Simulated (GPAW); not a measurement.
CoO:

```
Co O
1.0
     0.00000    2.13150    2.13150
     2.13150    0.00000    2.13150
     2.13150    2.13150    0.00000
Co O
1 1
Direct
  0.00000 0.00000 0.00000
  0.50000 0.50000 0.50000
```

- Program: GPAW 26.7.0
- Task: relaxation of cell and atoms
- Functional: PBEsol
- Potentials or basis: PAW data sets generated in the run's folder for this functional
- Cutoff: 800 eV
- Basis: pw
- k mesh: 9 × 9 × 9
- Occupations: fermi-dirac, width 0.05 eV
- Spin: collinear spin, ferromagnetic start
- Starting moments: [2.0, 0.0] μB

At the start: pressure -10.1 GPa; volume 9.68 Å³/atom.

Question: How do energy, volume and symmetry change on relaxing?

Answer: Over 3 steps the energy falls by 18.2 meV/atom and the volume is 9.09 Å³/atom (-6.1 %); space group Fm-3m (No. 225, to 0.05 Å); moment 2.76 μB per cell.

Step by step:
| step | energy change (eV) | largest force (eV/Å) | pressure (GPa) | volume (Å³) |
| --- | --- | --- | --- | --- |
| 1 | 0.0000 | 0.0000 | -10.07 | 19.37 |
| 2 | -0.0134 | 0.0000 | -8.09 | 19.12 |
| 3 | -0.0363 | 0.0000 | 0.28 | 18.19 |

Final structure:
```xyz
2
Lattice="0.0000 2.0873 2.0873 2.0873 0.0000 2.0873 2.0873 2.0873 0.0000" Properties=species:S:1:pos:R:3 pbc="T T T"
Co    0.0000    0.0000    0.0000
O     2.0873    2.0873    2.0873
```

Caveat: each step starts from the last one's moments, so a moment once lost doesn't come back; later steps reuse the first step's grids; a cell with one magnetic atom can't hold antiferromagnetic order, which such compounds often take.
